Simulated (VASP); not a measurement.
# CdSe (Cadmoselite) (P6_3mc) in VASP: further runs

CdSe (Cadmoselite) is run at these levels: LDA, PBE0; tasks: single point.

Everything below comes from runs of VASP 6.6.1. Logs are shortened: lines on timing, memory, paths and dates and some standing lists are left out, and cuts for length are marked.

**What was measured.**

From a printed reference work, data compilation, for a bulk crystal of CdSe at 2 K: band gap 1.841 eV.

The runs below are set against these values where they give the same quantity.

## (1) The cell of the first run

The structure is hexagonal, space group P6_3mc (No. 186). The conventional cell has a = 4.300 Å, b = 4.300 Å, c = 7.020 Å, α = 90.00°, β = 90.00°, γ = 120.00°. Within 3.4 Å of Cd (site symmetry 3m) lie 4 Se at 2.61 to 2.70 Å. Within 3.4 Å of Se (site symmetry 3m) lie 4 Cd at 2.61 to 2.70 Å.

## (2) Single point, LDA

INCAR

```
SYSTEM = CdSe
PREC     = Accurate       ! precision mode
ENCUT    = 500            ! plane-wave cutoff, eV
EDIFF    = 1E-6           ! SCF threshold, eV
ISMEAR   = -1             ! smearing method
SIGMA    = 0.1            ! smearing width, eV
LREAL    = .FALSE.        ! projectors in reciprocal space
LASPH    = .TRUE.         ! aspherical terms in the spheres
NELM     = 120            ! most SCF steps
ALGO     = Normal         ! electronic algorithm
ISIF     = 2              ! what is computed and relaxed
LWAVE    = .FALSE.        ! write WAVECAR
LCHARG   = .FALSE.        ! write CHGCAR
GGA      = CA             ! functional
NBANDS   = 26             ! bands
GGA_COMPAT= .FALSE.
```

KPOINTS

```
regular mesh
0
G
  6 6 3
  0 0 0
```

POSCAR

```
CdSe
1.0
    4.3000000000      0.0000000000      0.0000000000
   -2.1500000000      3.7239092363      0.0000000000
    0.0000000000      0.0000000000      7.0200000000
Cd Se
2 2
Direct
    0.6666666667      0.3333333333      0.5000000000
    0.3333333333      0.6666666667      0.0000000000
    0.6666666667      0.3333333333      0.8850000000
    0.3333333333      0.6666666667      0.3850000000
```

Potentials or basis: VASP PAW LDA potentials, release 64 (Cd, Se).

Launch:

```sh
$ cat potpaw_LDA.64/Cd/POTCAR potpaw_LDA.64/Se/POTCAR > POTCAR
$ mpirun -np 1 vasp_std > vasp.out
```

OUTCAR:

```text
SYSTEM = CdSe
   PREC = Accurate
   ENCUT = 500
   EDIFF = 1E-6
   ISMEAR = -1
   LREAL = .FALSE.
   LASPH = .TRUE.
   NELM = 120
   ISIF = 2
   GGA = CA

 ion  position               nearest neighbor table
   1  0.667  0.333  0.500-   4 2.61   4 2.61   4 2.61   3 2.70
   2  0.333  0.667  0.000-   3 2.61   3 2.61   3 2.61   4 2.70
   3  0.667  0.333  0.885-   2 2.61   2 2.61   2 2.61   1 2.70
   4  0.333  0.667  0.385-   1 2.61   1 2.61   1 2.61   2 2.70

  LATTYP: Found a hexagonal cell.
 ALAT       =     4.3000000000
 C/A-ratio  =     1.6325581395

  Lattice vectors:

 A1 = (   4.3000000000,   0.0000000000,   0.0000000000)
 A2 = (  -2.1500000000,   3.7239092363,   0.0000000000)
 A3 = (   0.0000000000,   0.0000000000,   7.0200000000)

Analysis of symmetry for initial positions (statically):
=====================================================================
 Subroutine PRICEL returns:
 Original cell was already a primitive cell.

 Routine SETGRP: Setting up the symmetry group for a
 hexagonal supercell.

 Subroutine GETGRP returns: Found 12 space group operations
 (whereof  6 operations were pure point group operations)
 out of a pool of 24 trial point group operations.

The static configuration has the point symmetry C_3v.
 The point group associated with its full space group is C_6v.

Analysis of symmetry for dynamics (positions and initial velocities):
=====================================================================
 Subroutine PRICEL returns:
 Original cell was already a primitive cell.

 Routine SETGRP: Setting up the symmetry group for a
 hexagonal supercell.

 Subroutine GETGRP returns: Found 12 space group operations
 (whereof  6 operations were pure point group operations)
 out of a pool of 24 trial point group operations.

The dynamic configuration has the point symmetry C_3v.
 The point group associated with its full space group is C_6v.

 Subroutine INISYM returns: Found 12 space group operations
 (whereof  6 operations are pure point group operations),
 and found     1 'primitive' translations

----------------------------------------------------------------------------------------

                                     Primitive cell

  volume of cell :     112.4099

  direct lattice vectors                    reciprocal lattice vectors
[... 78 lines left out ...]
   ENCUT  =  500.0 eV  36.75 Ry    6.06 a.u.   7.84  7.84 12.80*2*pi/ulx,y,z
   NELM   =    120;   NELMIN=  2; NELMDL= -5     # of ELM steps
   EDIFF  = 0.1E-05   stopping-criterion for ELM
   LREAL  =      F    real-space projection
   EDIFFG = 0.1E-04   stopping-criterion for IOM
   NSW    =      0    number of steps for IOM
   IBRION =     -1    ionic relax: 0-MD 1-quasi-New 2-CG
   NFREE  =      0    steps in history (QN), initial steepest desc. (CG)
   ISIF   =      2    stress and relaxation
   ISYM   =      2    0-nonsym 1-usesym 2-fastsym
   POTIM  = 0.5000    time-step for ionic-motion
   TEBEG  =    0.0;   TEEND  =   0.0 temperature during run
   PSTRESS=    0.0 pullay stress
   NELECT =      36.0000    total number of electrons
   NUPDOWN=      -1.0000    fix difference up-down
   EMIN   =  10.00;   EMAX   =-10.00  energy-range for DOS
   EFERMI =   0.00;   METHOD = LEGACY
   ISMEAR =    -1;   SIGMA  =   0.10  broadening in eV -4-tet -1-fermi 0-gaus
   EFERMI_NEDOS =   21; number of points for ismear=-14 and -15
   IALGO  =     38    algorithm
   IMIX   =      4    mixing-type and parameters
     AMIX     =   0.40;   BMIX     =  1.00
     AMIX_MAG =   1.60;   BMIX_MAG =  1.00
  volume/ion in A,a.u.               =      28.10       189.64
  Fermi-wavevector in a.u.,A,eV,Ry     =   1.120059  2.116604 17.068937  1.254531
  Thomas-Fermi vector in A             =   2.256702
   LORBIT       =      0    0 simple, 1 ext, 2 COOP (PROOUT), +10 PAW based schemes
   GGA     = CA    functional components
   LHFCALC =     F    Hartree Fock is set to
   AEXX    =    0.0000 exact exchange contribution
   IVDW    =     0    specifies the selected vdW correction
   LEPSILON=     F    determine dielectric tensor
   LRPA    =     F    only Hartree local field effects (RPA)
 non-spin polarized calculation
  energy-cutoff  :      500.00
  volume of cell :      112.41
 maximum number of plane-waves:      2882
 NGX is ok and might be reduce to    32
   NGX = 15   NGY = 15   NGZ = 25

 number of electron      35.9999998 magnetization

 Free energy of the ion-electron system (eV)
  ---------------------------------------------------
  ext. energy  EPLUGINS =         0.00000000
  ---------------------------------------------------
  free energy    TOTEN  =       -13.47948341 eV

  energy without entropy =      -13.47657996  energy(sigma->0) =      -13.47803169

 E-fermi :   1.1277     XC(G=0):  -9.2870

 val. band max:        0.8062391273   @ k =   0.0000   0.0000   0.0000
 cond. band min:       1.2654828753   @ k =   0.0000   0.0000   0.0000
 fundamental gap:      0.4592437480
 Fermi energy:         1.1276831999

 k-point     1 :       0.0000    0.0000    0.0000
  band No.  band energies     occupation
      1     -11.8385      2.00000
      2     -11.4654      2.00000
      3      -7.1481      2.00000
      4      -7.1481      2.00000
      5      -7.0926      2.00000
      6      -7.0926      2.00000
[... 395 lines left out ...]
     25       9.3444      0.00000
     26       9.3456      0.00000

------------------------ aborting loop because EDIFF is reached ----------------------------------------

  FORCE on cell =-STRESS in cart. coord.  units (eV):
  Direction    XX          YY          ZZ          XY          YZ          ZX
  --------------------------------------------------------------------------------------
  -------------------------------------------------------------------------------------
  Total       -0.5529739     -0.5529739     -1.7449830      0.0000000     -0.0000000      0.0000000
  in kB       -7.8815304     -7.8815304    -24.8712229      0.0000000     -0.0000000      0.0000000
  external PRESSURE =     -13.5447612 kB  Pullay stress =       0.0000000 kB

 VOLUME and BASIS-vectors are now :
 -----------------------------------------------------------------------------
  energy-cutoff  :      500.00
  volume of cell :      112.41
      direct lattice vectors                 reciprocal lattice vectors
     4.300000000  0.000000000  0.000000000     0.232558140  0.134267504  0.000000000
    -2.150000000  3.723909236  0.000000000     0.000000000  0.268535009  0.000000000
     0.000000000  0.000000000  7.020000000     0.000000000  0.000000000  0.142450142

 POSITION                                       TOTAL-FORCE (eV/Angst)
 -----------------------------------------------------------------------------------
      2.15000      1.24130      3.51000        -0.000000      0.000000      0.266798
     -0.00000      2.48261      0.00000         0.000000     -0.000000      0.266798
      2.15000      1.24130      6.21270        -0.000000     -0.000000     -0.266798
     -0.00000      2.48261      2.70270         0.000000      0.000000     -0.266798
 -----------------------------------------------------------------------------------
    total drift:                               -0.000000      0.000000      0.000123

  FREE ENERGIE OF THE ION-ELECTRON SYSTEM (eV)
  ---------------------------------------------------
  free  energy   TOTEN  =       -13.4794834104 eV

  energy  without entropy=      -13.4765799610  energy(sigma->0) =      -13.47803169
```

OSZICAR:

```text
N       E                     dE             d eps       ncg     rms          rms(c)
DAV:   1     0.240227140083E+03    0.24023E+03   -0.16838E+04   728   0.122E+03
DAV:   2    -0.126137015271E+01   -0.24149E+03   -0.23335E+03   804   0.311E+02
DAV:   3    -0.141251575172E+02   -0.12864E+02   -0.12788E+02   876   0.714E+01
DAV:   4    -0.142304594560E+02   -0.10530E+00   -0.10524E+00   800   0.614E+00
DAV:   5    -0.142311298065E+02   -0.67035E-03   -0.67034E-03   838   0.457E-01    0.885E+00
DAV:   6    -0.135331754307E+02    0.69795E+00   -0.12138E+00   932   0.113E+01    0.689E+00
DAV:   7    -0.134879326718E+02    0.45243E-01   -0.45263E-01   770   0.351E+00    0.254E+00
DAV:   8    -0.134802862210E+02    0.76465E-02   -0.55000E-02   756   0.233E+00    0.348E-01
DAV:   9    -0.134795620620E+02    0.72416E-03   -0.70169E-03   808   0.978E-01    0.885E-02
DAV:  10    -0.134794707552E+02    0.91307E-04   -0.56373E-04   794   0.273E-01    0.478E-02
DAV:  11    -0.134794884460E+02   -0.17691E-04   -0.94204E-05   768   0.677E-02    0.176E-02
DAV:  12    -0.134794830128E+02    0.54332E-05   -0.28893E-05   806   0.587E-02    0.730E-03
DAV:  13    -0.134794834104E+02   -0.39760E-06   -0.30048E-06   744   0.108E-02
   1 F= -.13479483E+02 E0= -.13478032E+02  d E =-.290345E-02
```

Run time: 16 s. Hardware: 1 thread of Intel Xeon 6975P-C (Granite Rapids), shared host; peak memory 0.19 GiB.

Results:

```
Free energy            : -13.4795 eV
Pressure               : -1.4 GPa
Largest force          : 0.267 eV/Å
Band gap on the k mesh : 0.46 eV, direct
```

Forces in eV/Å, atoms in the order of the input:
```
Cd   0.000  0.000  0.267
Cd   0.000  0.000  0.267
Se   0.000  0.000 -0.267
Se   0.000  0.000 -0.267
```

Stress tensor (GPa, compression positive):
```
-0.79  0.00  0.00
 0.00 -0.79  0.00
 0.00  0.00 -2.49
```

## (3) Single point, PBE0

POSCAR is that of step 2.

INCAR.step1

```
  PREC = Accurate
  ENCUT = 400
  EDIFF = 1E-5
  ISMEAR = 0
  SIGMA = 0.05
  LREAL = False
  LASPH = True
  NELM = 120
  ALGO = Normal
  ISIF = 2
  LWAVE = True
  LCHARG = False
  GGA = PE
  NBANDS = 26
  GGA_COMPAT = False
```

INCAR.step2

```
  PREC = Accurate
  ENCUT = 400
  EDIFF = 1E-6
  ISMEAR = 0
  SIGMA = 0.05
  LREAL = False
  LASPH = True
  NELM = 120
  ALGO = Normal
  ISIF = 2
  LWAVE = False
  LCHARG = False
  GGA = PE
  LHFCALC = True
  AEXX = 0.25
  PRECFOCK = Normal
  ISTART = 1
  NBANDS = 26
  GGA_COMPAT = False
```

KPOINTS

```
regular mesh
0
Gamma
  4 4 2
```

Potentials or basis: VASP PAW PBE potentials, release 64 (Cd, Se).

Launch:

```sh
$ cat potpaw_PBE.64/Cd/POTCAR potpaw_PBE.64/Se/POTCAR > POTCAR
$ cp INCAR.step1 INCAR
$ mpirun -np 1 vasp_std > vasp.out
$ cp INCAR.step2 INCAR
$ mpirun -np 1 vasp_std > vasp.out
```

Run time: 11 min. Hardware: 1 thread of Intel Xeon 6975P-C (Granite Rapids), shared host; peak memory 0.2 GiB.

Results (log left out):

- Free energy: -14.7652 eV
- Pressure: 1.4 GPa
- Largest force: 0.299 eV/Å
- Band gap on the k mesh: 2.35 eV, direct

Forces on the atoms (eV/Å):
```
Cd   0.000  0.000  0.299
Cd   0.000  0.000  0.299
Se   0.000  0.000 -0.299
Se   0.000  0.000 -0.299
```

Stress tensor (GPa, compression positive):
```
 2.22  0.00  0.00
 0.00  2.22  0.00
 0.00  0.00 -0.10
```

Levels at points of the mesh, in eV from the valence-band top:
| k point | band 16 | band 17 | band 18 | band 19 | band 20 | band 21 |
| --- | --- | --- | --- | --- | --- | --- |
| (0.00, 0.00, 0.00) | 0.00 | 0.00 | 0.00 | 2.35 | 3.83 | 7.65 |
| (0.50, 0.00, 0.00) | -2.01 | -1.33 | -0.90 | 4.96 | 4.99 | 6.41 |
| (0.00, 0.00, 0.50) | -0.41 | -0.41 | -0.41 | 4.04 | 4.04 | 7.60 |
| (0.50, 0.00, 0.50) | -1.49 | -1.39 | -1.39 | 4.64 | 4.64 | 6.49 |

Caveat: the k points lie up to 0.45 Å⁻¹ apart; the PAW data sets were made with another functional, which shifts forces and pressure a little.

## (4) Single point, PBE0

POSCAR is that of step 3.

INCAR.step1

```
SYSTEM = CdSe
ALGO     = Normal         ! electronic algorithm
EDIFF    = 1E-5           ! SCF threshold, eV
ENCUT    = 400            ! plane-wave cutoff, eV
GGA      = PE             ! functional
GGA_COMPAT= .False.      
ISIF     = 2              ! what is computed and relaxed
ISMEAR   = 0              ! smearing method
LASPH    = .True.         ! aspherical terms in the spheres
LCHARG   = .False.        ! write CHGCAR
LREAL    = .False.        ! projectors in reciprocal space
LWAVE    = .True.         ! write WAVECAR
NBANDS   = 26             ! bands
NELM     = 120            ! most SCF steps
PREC     = Accurate       ! precision mode
SIGMA    = 0.05           ! smearing width, eV
```

INCAR.step2

```
SYSTEM = CdSe
AEXX     = 0.25           ! exact-exchange fraction
ALGO     = Normal         ! electronic algorithm
EDIFF    = 1E-6           ! SCF threshold, eV
ENCUT    = 400            ! plane-wave cutoff, eV
GGA      = PE             ! functional
GGA_COMPAT= .False.      
ISIF     = 2              ! what is computed and relaxed
ISMEAR   = 0              ! smearing method
ISTART   = 1            
LASPH    = .True.         ! aspherical terms in the spheres
LCHARG   = .False.        ! write CHGCAR
LHFCALC  = .True.         ! exact exchange
LREAL    = .False.        ! projectors in reciprocal space
LWAVE    = .False.        ! write WAVECAR
NBANDS   = 26             ! bands
NELM     = 120            ! most SCF steps
PREC     = Accurate       ! precision mode
PRECFOCK = Normal       
SIGMA    = 0.05           ! smearing width, eV
```

KPOINTS

```
k-points
0
Gamma
  4 4 2
  0 0 0
```

Launch:

```sh
$ cat potpaw_PBE.64/Cd/POTCAR potpaw_PBE.64/Se/POTCAR > POTCAR
$ cp INCAR.step1 INCAR
$ mpirun -np 1 vasp_std > vasp.out
$ cp INCAR.step2 INCAR
$ mpirun -np 1 vasp_std > vasp.out
```

It took 11 min on 1 thread of Intel Xeon 6975P-C (Granite Rapids), shared host; peak memory 0.2 GiB.

It converged, with:

```
Free energy            : -14.7652 eV
Pressure               : 1.4 GPa
Largest force          : 0.299 eV/Å
Band gap on the k mesh : 2.35 eV, direct
```

Forces on the atoms (eV/Å):
```
Cd   0.000  0.000  0.299
Cd   0.000  0.000  0.299
Se   0.000  0.000 -0.299
Se   0.000  0.000 -0.299
```

Stress tensor (GPa, compression positive):
```
 2.22  0.00  0.00
 0.00  2.22  0.00
 0.00  0.00 -0.10
```

Levels at points of the mesh, in eV from the valence-band top:
| k point | band 16 | band 17 | band 18 | band 19 | band 20 | band 21 |
| --- | --- | --- | --- | --- | --- | --- |
| (0.00, 0.00, 0.00) | 0.00 | 0.00 | 0.00 | 2.35 | 3.83 | 7.65 |
| (0.50, 0.00, 0.00) | -2.01 | -1.33 | -0.90 | 4.96 | 4.99 | 6.41 |
| (0.00, 0.00, 0.50) | -0.41 | -0.41 | -0.41 | 4.04 | 4.04 | 7.60 |
| (0.50, 0.00, 0.50) | -1.49 | -1.39 | -1.39 | 4.64 | 4.64 | 6.49 |

Caveat: the k points lie up to 0.45 Å⁻¹ apart; the PAW data sets were made with another functional, which shifts forces and pressure a little.

## (5) How close it comes

Step 2. Against the measured gap of CdSe, 1.841 eV (2 K; a printed reference work, data compilation), the calculated 0.46 eV is off by -1.38 eV. So large a miss can be the level of theory's own, or it may mean another phase, state or a wrong row. Spin-orbit coupling on Cd, Se is left out. The value is that of LDA, without temperature or zero-point motion. Semilocal functionals fall short of measured gaps as a rule.
